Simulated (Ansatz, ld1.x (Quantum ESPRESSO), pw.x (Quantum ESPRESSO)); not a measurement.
Equation-of-state test of one PAW potential (Ba)

| Quantity | Value |
| --- | --- |
| Element | Ba (Z = 56) |
| Generator | ld1.x (Quantum ESPRESSO) 7.5 |
| Type | PAW |
| Functional | PBE |
| Relativity | scalar-relativistic |
| Frozen core | [Kr] 4d10 |
| Valence charge | 10 |
| Reference configuration | 5s2 5p6 5d0 6s1.75 6p0.25 |
| Partial waves | 5s (bound): rcut 2.25, rcutus 2.90 bohr; 6s (bound): rcut 2.25, rcutus 2.90 bohr; 5p (bound): rcut 3.25, rcutus 3.90 bohr; 6p (bound): rcut 3.25, rcutus 3.90 bohr; 5d (bound, empty): rcut 3.65, rcutus 4.45 bohr; 5d channel at 2.55 Ry: rcut 3.65, rcutus 4.45 bohr |
| Local potential | all-electron potential smoothed inside 3.85 bohr (lloc = -1) |
| Core correction | Bessel-smoothed model core inside 1.80 bohr |
| Augmentation charge | PSQ, inside the norm-conserving radii |

Crystal test: diamond Ba in pw.x 7.5, no spin, 8³ k-points, Fermi–Dirac smearing 0.01 Ry, cutoffs 40/320 Ry. The reference is all-electron LAPW (Ansatz 0.2.0) with the same functional, mesh and smearing; V0 and B0 come from Birch–Murnaghan fits to the pressures at five volumes. Errors are pseudo minus all-electron; Δ is the rms difference of the E(V) curves that follow from these fits, minima aligned, over ±6 % about the mean V0. Mesh and smearing are coarse, so the numbers serve the comparison and aren't converged zero-temperature values; the lattice is a test structure that the element need not adopt.

All-electron: a0 = 7.733 Å (V0 = 57.81 Å³/atom), B0 = 5.8 GPa.

Q: How far does the potential miss the all-electron equation of state?

A: mean pressure error (GPa): +2.59. The pressure does not cross zero within the volumes sampled, so no fit is given. The largest radius (4.45 bohr) exceeds half the bond length (3.17 bohr), so the spheres overlap, which is one possible source of error among others. This is a poor potential for the solid. Atomic configuration tests: test run stopped at test 2 of 7 (negative rho).

| V (Å³/atom) | P all-electron (GPa) | P pseudo (GPa) |
| --- | --- | --- |
| 54.979 | 0.38 | 3.95 |
| 56.426 | 0.16 | 3.15 |
| 57.873 | -0.01 | 2.50 |
| 59.320 | -0.13 | 1.98 |
| 60.767 | -0.22 | 1.57 |

Q: At the middle volume, how do free energy and pressure move when the wave cutoff is lowered (ecutrho held at 320 Ry)?

A:

```tsv
cutoff (Ry)	shift of F (meV/atom)	shift of P (GPa)
18	+2.0	-0.01
24	+0.4	+0.00
32	+0.1	+0.00
```

Input at the middle volume:

```
&control
  calculation='scf', prefix='x', pseudo_dir='./', outdir='./tmp', tstress=.true., disk_io='none'
/
&system
  ibrav=0, nat=2, ntyp=1, ecutwfc=40, ecutrho=320, nbnd=18,
  occupations='smearing', smearing='fd', degauss=0.01
/
&electrons
  conv_thr=1e-09, mixing_beta=0.4, electron_maxstep=70
/
ATOMIC_SPECIES
Ba 1.0 Ba.UPF
CELL_PARAMETERS angstrom
  0.00000000 3.86804928 3.86804928
  3.86804928 0.00000000 3.86804928
  3.86804928 3.86804928 0.00000000
ATOMIC_POSITIONS crystal
Ba 0.0000 0.0000 0.0000
Ba 0.2500 0.2500 0.2500
K_POINTS automatic
8 8 8 0 0 0
```

```bash
pw.x < Ba.scf.in > Ba.scf.out
```

Lines of the output:

```
Message from routine setup:
     using ibrav=0 with symmetry is DISCOURAGED, use correct ibrav instead
     lattice parameter (alat)  =      10.3373  a.u.
     unit-cell volume          =     781.0927 (a.u.)^3
     number of electrons       =        20.00
     number of Kohn-Sham states=           18
     kinetic-energy cutoff     =      40.0000  Ry
     charge density cutoff     =     320.0000  Ry
     scf convergence threshold =      1.0E-09
     Exchange-correlation= SLA  PW   PBX  PBC
     number of k points=    29  Fermi-Dirac smearing, width (Ry)=  0.0100
     iteration #  1     ecut=    40.00 Ry     beta= 0.40
     c_bands:  2 eigenvalues not converged
     c_bands:  2 eigenvalues not converged
     c_bands:  1 eigenvalues not converged
     c_bands:  1 eigenvalues not converged
     c_bands:  2 eigenvalues not converged
     c_bands:  2 eigenvalues not converged
     c_bands:  1 eigenvalues not converged
     c_bands:  2 eigenvalues not converged
     [... 4 repeated lines left out ...]
     total energy              =    -872.20921229 Ry
     estimated scf accuracy    <       0.07795200 Ry
     iteration #  2     ecut=    40.00 Ry     beta= 0.40
     total energy              =    -872.20201365 Ry
     estimated scf accuracy    <       0.02318207 Ry
     iteration #  3     ecut=    40.00 Ry     beta= 0.40
     total energy              =    -872.20319596 Ry
     estimated scf accuracy    <       0.00012720 Ry
     iteration #  4     ecut=    40.00 Ry     beta= 0.40
     [... 4 repeated lines left out ...]
     total energy              =    -872.20386843 Ry
     estimated scf accuracy    <       0.00015726 Ry
     iteration #  5     ecut=    40.00 Ry     beta= 0.40
     total energy              =    -872.20387132 Ry
     estimated scf accuracy    <       0.00001271 Ry
     iteration #  6     ecut=    40.00 Ry     beta= 0.40
     [... 1 repeated lines left out ...]
     total energy              =    -872.20389169 Ry
     estimated scf accuracy    <       0.00000155 Ry
     iteration #  7     ecut=    40.00 Ry     beta= 0.40
     total energy              =    -872.20388963 Ry
     estimated scf accuracy    <       0.00001265 Ry
     iteration #  8     ecut=    40.00 Ry     beta= 0.40
     total energy              =    -872.20389226 Ry
     estimated scf accuracy    <       0.00000039 Ry
     iteration #  9     ecut=    40.00 Ry     beta= 0.40
     [... 1 repeated lines left out ...]
     total energy              =    -872.20389243 Ry
     estimated scf accuracy    <       0.00000018 Ry
     iteration # 10     ecut=    40.00 Ry     beta= 0.40
     total energy              =    -872.20389245 Ry
     estimated scf accuracy    <       0.00000004 Ry
     iteration # 11     ecut=    40.00 Ry     beta= 0.40
     total energy              =    -872.20389249 Ry
     estimated scf accuracy    <          6.2E-09 Ry
     iteration # 12     ecut=    40.00 Ry     beta= 0.40
     total energy              =    -872.20389250 Ry
     estimated scf accuracy    <          6.5E-09 Ry
     iteration # 13     ecut=    40.00 Ry     beta= 0.40
     total energy              =    -872.20389250 Ry
     estimated scf accuracy    <          1.4E-09 Ry
     iteration # 14     ecut=    40.00 Ry     beta= 0.40
     total energy              =    -872.20389250 Ry
     estimated scf accuracy    <          4.2E-09 Ry
     iteration # 15     ecut=    40.00 Ry     beta= 0.40
     total energy              =    -872.20389250 Ry
     estimated scf accuracy    <          3.4E-09 Ry
     iteration # 16     ecut=    40.00 Ry     beta= 0.40
     the Fermi energy is     6.0922 ev
!    total energy              =    -872.20389250 Ry
     estimated scf accuracy    <          4.7E-10 Ry
     smearing contrib. (-TS)   =      -0.01172760 Ry
     The total energy is F=E-TS. E is the sum of the following terms:
     one-electron contribution =     -28.40167965 Ry
     hartree contribution      =      21.88766913 Ry
     xc contribution           =     -26.53722173 Ry
     ewald contribution        =     -73.69530630 Ry
     one-center paw contrib.   =    -765.44562635 Ry
     convergence has been achieved in  16 iterations
          total   stress  (Ry/bohr**3)                   (kbar)     P=       24.98
     Message from routine punch:
     Nothing written, as per user request (disk_io='none')
```

The run at the middle volume (29 k-points, 16 iterations) took about 1.8 min on one core of a shared host (Neoverse-V1, 32 threads, 247 GiB, load 13).
